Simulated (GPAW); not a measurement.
# FePt (Tetraferroplatinum) (P4/mmm) in GPAW: a series of runs

The runs below take FePt (Tetraferroplatinum) through band structure, with LDA, SCAN.

All numbers are computed with GPAW 26.7.0; they aren't measurements. Logs are shortened: lines on timing, memory, paths and dates and some standing lists are left out, and cuts for length are marked. The log counts tension as positive stress, the text compression.

**1. The crystal as given**

It takes space group P4/mmm (No. 123, tetragonal). Conventional cell: a = 2.724 Å, b = 2.724 Å, c = 3.720 Å, α = 90.00°, β = 90.00°, γ = 90.00°. Around Pt (site symmetry 4/mmm) lie 8 Fe at 2.68 Å and 4 Pt at 2.72 Å. Fe (site symmetry 4/mmm) has 8 Pt at 2.68 Å and 4 Fe at 2.72 Å as nearest neighbours.

**2. Band structure, LDA, collinear spin, ferromagnetic start, spin-orbit coupling**

Input file run.py:

```python
import numpy as np
from ase.dft.bandgap import bandgap
from ase.io import read, write
from ase.units import GPa
from gpaw import GPAW, PW
from gpaw.spinorbit import soc_eigenstates

atoms = read('FePt.xyz')
atoms.set_initial_magnetic_moments([0.0, 3.0])

calc = GPAW(mode=PW(600),
            xc='LDA',
            kpts={'size': (7, 7, 5), 'gamma': True},
            occupations={'name': 'fermi-dirac', 'width': 0.05},
            nbands=24,
            convergence={'density': 1e-05, 'energy': 1e-05},
            maxiter=150,
            txt='gpaw.txt')
atoms.calc = calc
energy = atoms.get_potential_energy()
forces = atoms.get_forces()
stress = atoms.get_stress()
calc.write('gs.gpw')
write('result.traj', atoms)
print(f'Energy: {energy:.6f} eV')
print('Forces (eV/A):')
print(forces.round(4))
print('Stress (GPa):', (stress / GPa).round(3))
print('Moments:', calc.get_magnetic_moments().round(3))
print('Fermi level:', round(calc.get_fermi_level(), 4), 'eV')
print(f'Gap: {bandgap(calc)[0]:.4f} eV, direct: {bandgap(calc, direct=True)[0]:.4f} eV')

path = atoms.cell.bandpath('GXMGZRAZ,XR,MA', npoints=80, eps=1e-4)
bs_calc = calc.fixed_density(kpts=path, symmetry='off', nbands=34,
                             convergence={'bands': 'CBM+6.0', 'eigenstates': 1e-6}, txt='bands.txt')
bs = bs_calc.band_structure()
bs.write('bs.json')
print(f'Gap on the path: {bandgap(bs_calc)[0]:.4f} eV')

soc = soc_eigenstates(bs_calc, theta=54.7, phi=45)
np.savetxt('soc_bands.dat', soc.eigenvalues(), fmt='%.4f')
mesh = soc_eigenstates('gs.gpw', theta=54.7, phi=45)
np.savetxt('soc_mesh.dat', mesh.eigenvalues(), fmt='%.4f')
print('Fermi level with spin-orbit coupling:', round(mesh.fermi_level, 4), 'eV')
```

Input file FePt.xyz:

```xyz
2
Lattice="2.7235000000 0.0000000000 0.0000000000 0.0000000000 2.7235000000 0.0000000000 0.0000000000 0.0000000000 3.7200000000" Properties=species:S:1:pos:R:3 pbc="T T T"
Pt     1.3617500000      1.3617500000      1.8600000000
Fe     0.0000000000      0.0000000000      0.0000000000
```

Potentials or basis: the program's PAW data sets (release 1.2.1) made for this functional, pw.

Command:

```
$ OMP_NUM_THREADS=1 python run.py
```

gpaw.txt:

```text
__  _  _
 | _ |_)|_||  |
 |__||  | ||/\| - 26.7.0

Input parameters:
  mode=PW(ecut=600.0),
  convergence={'density': 1e-05, 'energy': 1e-05},
  kpts=MonkhorstPack(size=(7, 7, 5), gamma=True),
  maxiter=150,
  nbands=24,
  occupations=Occupations(name='fermi-dirac', width=0.05),
  xc=XC(name='LDA')

Diagonalizing LCAO Hamiltonian
Converting LCAO to pw mode
   .------.
  /|      |
 * |      |
 | |      |
 | | Pt   |
 | .------.
 |/      /
 Fe-----*

Atoms  # Å, Bohr magnetons
|   | symbol |        x |        y |        z |    initial magnetic moments |
|---|--------|----------|----------|----------|-----------------------------|
| 0 |     Pt | 1.361750 | 1.361750 | 1.860000 | ( 0.0000,  0.0000,  0.0000) |
| 1 |     Fe | 0.000000 | 0.000000 | 0.000000 | ( 0.0000,  0.0000,  3.0000) |

Unit cell  # Å
| periodic |        x |        y |        z |  lengths |    angles |
|----------|----------|----------|----------|----------|-----------|
|      yes | 2.723500 | 0.000000 | 0.000000 | 2.723500 | 90.000000 |
|      yes | 0.000000 | 2.723500 | 0.000000 | 2.723500 | 90.000000 |
|      yes | 0.000000 | 0.000000 | 3.720000 | 3.720000 | 90.000000 |

Number of symmetries: 16
Symmetry operations  # r_c * U_cc + t_c -> r_c
|    | kind |            matrix            |
|----|------|------------------------------|
|  0 |  E   |  1, 0, 0,  0, 1, 0,  0, 0, 1 |
|  1 |  σ   |  1, 0, 0,  0, 1, 0,  0, 0,-1 |
|  2 |  σ   |  1, 0, 0,  0,-1, 0,  0, 0, 1 |
|  3 |  C2  |  1, 0, 0,  0,-1, 0,  0, 0,-1 |
|  4 |  σ   |  0, 1, 0,  1, 0, 0,  0, 0, 1 |
|  5 |  C2  |  0, 1, 0,  1, 0, 0,  0, 0,-1 |
|  6 |  C4  |  0, 1, 0, -1, 0, 0,  0, 0, 1 |
|  7 |  S4  |  0, 1, 0, -1, 0, 0,  0, 0,-1 |
|  8 |  C4  |  0,-1, 0,  1, 0, 0,  0, 0, 1 |
|  9 |  S4  |  0,-1, 0,  1, 0, 0,  0, 0,-1 |
| 10 |  σ   |  0,-1, 0, -1, 0, 0,  0, 0, 1 |
| 11 |  C2  |  0,-1, 0, -1, 0, 0,  0, 0,-1 |
| 12 |  σ   | -1, 0, 0,  0, 1, 0,  0, 0, 1 |
| 13 |  C2  | -1, 0, 0,  0, 1, 0,  0, 0,-1 |
| 14 |  C2  | -1, 0, 0,  0,-1, 0,  0, 0, 1 |
| 15 |  i   | -1, 0, 0,  0,-1, 0,  0, 0,-1 |

BZ-sampling:
  Number of BZ points: 245
  Number of IBZ points: 30

  Monkhorst-Pack size: [7, 7, 5]
  Monkhorst-Pack shift: [0, 0, 0]

K-points  # in reciprocal-cell coordinates
|     |                                coordinates |     weight |
|-----|--------------------------------------------|------------|
|   0 | (  0.00000000,   0.00000000,   0.00000000) | 0.00408163 |
|   1 | (  0.00000000,   0.00000000,   0.20000000) | 0.00816327 |
|   2 | (  0.00000000,   0.00000000,   0.40000000) | 0.00816327 |
|   3 | (  0.14285714,   0.00000000,   0.00000000) | 0.01632653 |
|   4 | (  0.14285714,   0.00000000,   0.20000000) | 0.03265306 |
|   5 | (  0.14285714,   0.00000000,   0.40000000) | 0.03265306 |
|   6 | (  0.14285714,   0.14285714,   0.00000000) | 0.01632653 |
|   7 | (  0.14285714,   0.14285714,   0.20000000) | 0.03265306 |
|   8 | (  0.14285714,   0.14285714,   0.40000000) | 0.03265306 |
|   9 | (  0.28571429,   0.00000000,   0.00000000) | 0.01632653 |
| ... |                                            |            |
|  29 | (  0.42857143,   0.42857143,   0.40000000) | 0.03265306 |

Plane wave coefficients: 935
Cutoff: 600.0 eV

Spin-components: 2 (collinear spins)
Bands:           24
Projectors:      12
Spin-degeneracy: 1
Datatype:        complex128

Parallelization:
  kpt:    1
  domain: 1
  band:   1

Density:
  Valence electrons: 24.0
  Components: 2
  Grid points: [16 16 24]
  Charge: 0.0  # |e|

Potential:
  Grid points: [16 16 24]

species:
  Pt:
    name:    Platinum
    Z:       78.0
    valence: 16
    core:    62
    charge:  0.0  # [|e|]
    compensation charges:
      type: gauss
      rc: 0.41  # [Å]
      lmax: 2
    cutoffs:
      filter: 2.26  # [Å]
      core: 2.26  # [Å]
    projectors
    | kind |    occ | energy [eV] | rcut [Å] |
    |------|--------|-------------|----------|
    |   6s |  1.000 |      -5.930 |    1.307 |
    |   5p |  6.000 |     -56.318 |    1.371 |
    |   6p |  0.000 |      -0.962 |    1.371 |
    |   5d |  9.000 |      -6.387 |    1.307 |
    |    s |        |      21.281 |    1.307 |
    |    d |        |      20.825 |    1.307 |

    Using partial waves for Pt as LCAO basis

  Fe:
    name:    Iron
    Z:       26.0
    valence: 8
    core:    18
    charge:  0.0  # [|e|]
    compensation charges:
      type: gauss
      rc: 0.33  # [Å]
      lmax: 2
    cutoffs:
      filter: 2.06  # [Å]
      core: 2.67  # [Å]
    projectors
    | kind |    occ | energy [eV] | rcut [Å] |
    |------|--------|-------------|----------|
    |   4s |  2.000 |      -5.481 |    1.164 |
    |   4p |  0.000 |      -1.431 |    1.058 |
    |   3d |  6.000 |      -7.753 |    1.058 |
    |    s |        |      21.730 |    1.164 |
    |    p |        |      25.780 |    1.058 |
    |    d |        |      19.459 |    1.058 |

    Using partial waves for Fe as LCAO basis

Reference energy: -534654.688239  # eV

eigensolver:
  PPCG
  Converge bands: occupied
  niter=2

density mixing:
  MSR1-Mixer
  Pratt-step length: 0.05
  Maximum mixing coefficient: 0.75
  Old densities: 10
  SVD Regularization: 0.005
  Good broyden scale: 1.0
  Trust region scale: 1.0
  Backstep threshold: 4.0
  History deletion threshold: 6.0
  Fourier metric: weight=20.0, sigma=0.015

occupation numbers:
  Fermi-Dirac:
    width: 0.0500  # eV

poisson solver:
  ecut: 4800.0  # eV

xc functional:
  name: None

convergence criteria:
- Maximum integral of absolute [dens]ity change: 1e-05 electrons / valence electron
- Maximum [total energy] change in last 3 cyles: 1e-05 eV / valence electron
- Maximum integral of absolute [eigenst]ate change: 4e-08 eV^2 / valence electron
maximum number of iterations: 150

SCF iterations
|iter     | |      energy | eigst |  dens |  magmom |
|---------|-|-------------|-------|-------|---------|
|iter:   1| |  -20.924117 | +0.27 |       |  +3.0026|
|iter:   2| |  -18.859580 | -1.68 | -0.63 |  +2.9256|
|iter:   3| |  -18.551469 | -2.65 | -1.05 |  +2.9242|
|iter:   4| |  -18.271117 | -2.18 | -1.17 |  +2.9425|
|iter:   5| |  -18.232341 | -2.65 | -1.38 |  +2.9671|
|iter:   6| |  -18.229818 | -3.37 | -1.56 |  +3.0067|
|iter:   7| |  -18.235952 | -3.27 | -1.69 |  +3.0779|
|iter:   8| |  -18.237944 | -3.82 | -2.06 |  +3.1266|
|iter:   9| |  -18.238002 | -5.23 | -2.42 |  +3.1402|
|iter:  10| |  -18.238035c| -5.21 | -2.63 |  +3.1578|
|iter:  11| |  -18.238036c| -6.25 | -2.98 |  +3.1618|
|iter:  12| |  -18.238070c| -5.83 | -3.17 |  +3.1692|
|iter:  13| |  -18.238060c| -7.61c| -3.86 |  +3.1692|
|iter:  14| |  -18.238058c| -7.92c| -4.40 |  +3.1694|
|iter:  15| |  -18.238058c| -8.70c| -5.30c|  +3.1693|

Converged in 15 steps
Energy contributions relative to reference atoms: (reference = -534654.688239)

Energy contributions:
  Kinetic:          -1.866776
  Coulomb:           0.779016
  Zero:             -0.519631
  External:          0.000000
  Xc:              -16.623197
  Entropy:          -0.014941
  Spinorbit:         0.000000
  ----------------------------
  Free energy:     -18.245529
  Extrapolated:    -18.238058

dipole moment: (-6.679146, -6.679146, -9.122975)  # |e|*Ang

Total magnetic moment: (0.000000, 0.000000, 3.169338)

Local magnetic moments
|        x |        y |        z |
|----------|----------|----------|
| 0.000000 | 0.000000 | 0.343509 |  # Pt   0
| 0.000000 | 0.000000 | 2.781193 |  # Fe   1

Fermi level: 10.544
Eigenvalues  # (at kpt = [0.000, 0.000, 0.000])
| band index |      eig [eV] | occ [0-1] |      eig [eV] | occ [0-1] |
|------------|---------------|-----------|---------------|-----------|
|          0 |       -42.426 |     1.000 |       -42.162 |     1.000 |
|        ... |               |           |               |           |
|          4 |         4.266 |     1.000 |         4.737 |     1.000 |
|          5 |         4.404 |     1.000 |         4.791 |     1.000 |
|          6 |         7.209 |     1.000 |         8.162 |     1.000 |
|          7 |         7.209 |     1.000 |         8.162 |     1.000 |
|          8 |         7.785 |     1.000 |         9.732 |     1.000 |
|          9 |         8.645 |     1.000 |         9.804 |     1.000 |
[... 8 lines left out ...]
|         18 |        20.339 |     0.000 |        21.133 |     0.000 |
|         19 |        22.252 |     0.000 |        22.600 |     0.000 |
|        ... |               |           |               |           |
|         23 |        30.059 |     0.000 |        30.630 |     0.000 |

No gap
No difference between direct/indirect transitions

Forces  # eV/Ang
|       x |       y |       z |
|---------|---------|---------|
| 0.00000 | 0.00000 | 0.00000 |  # Pt   0
| 0.00000 | 0.00000 | 0.00000 |  # Fe   1

Stress tensor  # eV/Ang^3
|        x |        y |        z |
|----------|----------|----------|
| 0.086662 | 0.000000 | 0.000000 |
| 0.000000 | 0.086662 | 0.000000 |
| 0.000000 | 0.000000 | 0.068748 |

# Writing to gs.gpw (mode='')
```

Wall time 64 s (1 thread of Arm Neoverse V2, shared host); peak memory 0.32 GiB.

Results:

| Quantity | Value |
| --- | --- |
| Free energy | -18.2455 eV |
| Pressure | -12.9 GPa |
| Band gap along the path | none (metal or under the smearing width) |
| Net moment | 3.17 μB per cell |
| Site moments | Pt +0.34; Fe +2.78 μB |

Levels at the corners of the path, in eV from the Fermi level:
| point | band 20 | band 21 | band 22 | band 23 | band 24 | band 25 | band 26 | band 27 | band 28 | band 29 |
| --- | --- | --- | --- | --- | --- | --- | --- | --- | --- | --- |
| Γ | -0.98 | -0.73 | -0.53 | -0.30 | -0.03 | 0.52 | 1.50 | 1.65 | 1.78 | 2.23 |
| X | -1.96 | -1.50 | -1.29 | -1.18 | -0.97 | 0.28 | 0.43 | 0.69 | 2.03 | 2.29 |
| M | 0.47 | 0.80 | 1.06 | 1.13 | 1.20 | 1.59 | 1.76 | 1.80 | 1.87 | 2.15 |
| Γ | -0.98 | -0.73 | -0.53 | -0.30 | -0.03 | 0.52 | 1.50 | 1.65 | 1.78 | 2.23 |
| Z | -1.93 | -1.82 | -1.78 | -1.61 | -1.38 | -0.66 | -0.47 | 0.03 | 0.40 | 0.47 |
| R | -0.87 | -0.78 | -0.56 | -0.38 | -0.21 | 0.01 | 0.14 | 0.84 | 1.47 | 1.53 |
| A | -1.46 | -1.24 | -0.85 | 0.52 | 0.63 | 0.78 | 1.80 | 6.14 | 6.53 | 7.46 |
| Z | -1.93 | -1.82 | -1.78 | -1.61 | -1.38 | -0.66 | -0.47 | 0.03 | 0.40 | 0.47 |
| X | -1.96 | -1.50 | -1.29 | -1.18 | -0.97 | 0.28 | 0.43 | 0.69 | 2.03 | 2.29 |
| R | -0.87 | -0.78 | -0.56 | -0.38 | -0.21 | 0.01 | 0.14 | 0.84 | 1.47 | 1.53 |
| M | 0.47 | 0.80 | 1.06 | 1.13 | 1.20 | 1.59 | 1.76 | 1.80 | 1.87 | 2.15 |
| A | -1.46 | -1.24 | -0.85 | 0.52 | 0.63 | 0.78 | 1.80 | 6.14 | 6.53 | 7.46 |

Caveat: spin-orbit coupling was added after a scalar SCF, so levels and gaps hold it while energy, forces, pressure and moments don't; this program's spin-orbit splittings come out too wide for heavy elements.

**3. Band structure, SCAN, collinear spin, ferromagnetic start, spin-orbit coupling**

run.py: that of step 2 with these lines changed.

```diff
@@ -7,3 +7,3 @@
 
-atoms = read('FePt.xyz')
+atoms = read('FePt.cif')
 atoms.set_initial_magnetic_moments([0.0, 3.0])
@@ -11,3 +11,3 @@
 calc = GPAW(mode=PW(600),
-            xc='LDA',
+            xc='MGGA_X_SCAN+MGGA_C_SCAN',
             kpts={'size': (7, 7, 5), 'gamma': True},
@@ -39,5 +39,5 @@
 
-soc = soc_eigenstates(bs_calc, theta=54.7, phi=45)
+soc = soc_eigenstates(bs_calc, theta=90, phi=45, ignore_xc_potential=True)
 np.savetxt('soc_bands.dat', soc.eigenvalues(), fmt='%.4f')
-mesh = soc_eigenstates('gs.gpw', theta=54.7, phi=45)
+mesh = soc_eigenstates('gs.gpw', theta=90, phi=45, ignore_xc_potential=True)
 np.savetxt('soc_mesh.dat', mesh.eigenvalues(), fmt='%.4f')
```

Input file FePt.cif:

```cif
data_FePt
_cell_length_a 2.72350000
_cell_length_b 2.72350000
_cell_length_c 3.72000000
_cell_angle_alpha 90.00000000
_cell_angle_beta 90.00000000
_cell_angle_gamma 90.00000000
_space_group_name_H-M_alt 'P4/mmm'
_space_group_name_Hall '-P 4 2'
_space_group_IT_number 123
loop_
_space_group_symop_operation_xyz
'x,y,z'
'-x,-y,-z'
'-y,x,z'
'y,-x,-z'
'-x,-y,z'
'x,y,-z'
'y,-x,z'
'-y,x,-z'
'x,-y,-z'
'-x,y,z'
'-y,-x,-z'
'y,x,z'
'-x,y,-z'
'x,-y,z'
'y,x,-z'
'-y,-x,z'
loop_
_atom_site_label
_atom_site_type_symbol
_atom_site_symmetry_multiplicity
_atom_site_Wyckoff_symbol
_atom_site_fract_x
_atom_site_fract_y
_atom_site_fract_z
_atom_site_occupancy
Pt1 Pt 1 d 0.5000000000 0.5000000000 0.5000000000 1
Fe1 Fe 1 a 0.0000000000 0.0000000000 0.0000000000 1
```

Potentials or basis: GPAW PAW data sets (gpaw-data 1.2.1), pw.

Command:

```
$ OMP_NUM_THREADS=1 python run.py
```

Wall time 2.6 min (1 thread of Arm Neoverse V2, shared host); peak memory 0.5 GiB.

Results (log left out):

| Item | Value |
| --- | --- |
| Free energy | -63.3435 eV |
| Pressure | -3.1 GPa |
| Band gap along the path | none (metal or under the smearing width) |
| Net moment | 3.54 μB per cell |
| Site moments | Pt +0.36; Fe +3.23 μB |

Stress tensor (GPa, compression positive):
```
-3.36  0.00  0.00
 0.00 -3.36  0.00
 0.00  0.00 -2.56
```

Levels at the corners of the path, in eV from the Fermi level:
```
point  band 20  band 21  band 22  band 23  band 24  band 25  band 26  band 27  band 28  band 29
    Γ    -1.23    -1.21    -0.79    -0.66    -0.56     1.05     1.98     1.99     2.00     2.09
    X    -2.94    -1.71    -1.45    -1.20    -0.71    -0.60     1.00     1.16     2.01     2.50
    M     0.53     0.74     0.74     1.23     1.60     1.88     1.88     1.89     2.12     2.16
    Γ    -1.23    -1.21    -0.79    -0.66    -0.56     1.05     1.98     1.99     2.00     2.09
    Z    -2.25    -2.18    -2.04    -1.99    -1.56    -0.91    -0.72     0.59     0.70     0.76
    R    -1.49    -1.29    -1.06    -0.72    -0.37    -0.26    -0.25     1.18     1.76     2.02
    A    -1.67    -1.42    -1.34     0.57     1.25     1.36     1.90     5.96     6.12     7.72
    Z    -2.25    -2.18    -2.04    -1.99    -1.56    -0.91    -0.72     0.59     0.70     0.76
    X    -2.94    -1.71    -1.45    -1.20    -0.71    -0.60     1.00     1.16     2.01     2.50
    R    -1.49    -1.29    -1.06    -0.72    -0.37    -0.26    -0.25     1.18     1.76     2.02
    M     0.53     0.74     0.74     1.23     1.60     1.88     1.88     1.89     2.12     2.16
    A    -1.67    -1.42    -1.34     0.57     1.25     1.36     1.90     5.96     6.12     7.72
```

Caveat: spin-orbit coupling was added after a scalar SCF, so levels and gaps hold it while energy, forces, pressure and moments don't; this program's spin-orbit splittings come out too wide for heavy elements; the PAW data sets were made with another functional, which shifts forces and pressure a little.
